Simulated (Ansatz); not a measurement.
Crystal: PbS.

```xyz
2
Lattice="4.0897 0.0000 0.0000 -2.0448 3.5418 0.0000 0.0000 0.0000 3.7882" Properties=species:S:1:pos:R:3 pbc="T T T"
Pb    0.0000    0.0000    0.0000
S     2.0448    1.1806    1.8941
```

Measurements of this composition are mostly on another form, of space group No. 225.

Base run:

```yaml
Program: Ansatz 0.2.0
Functional: r2SCAN
Potentials_or_basis: Ansatz PAW
Cutoff: "500 eV (not typed: the program's choice for these potentials)"
k_mesh: 8 × 8 × 7
Occupations: fermi-dirac, width 0.05 eV
Spin: no spin polarisation
```

Its results: pressure -0.9 GPa.

Question: The run is repeated on the same cell with these changes: functional from r2SCAN to BLYP; cutoff from 500 eV (not typed: the program's choice for these potentials) to 420 eV (not typed: the program's choice for these potentials). What comes out?

Answer: Pressure 3.4 GPa.

Caveats: the PAW data sets come from PBE, with cores solved anew for the run's functional, which leaves a small shift of forces and pressure.
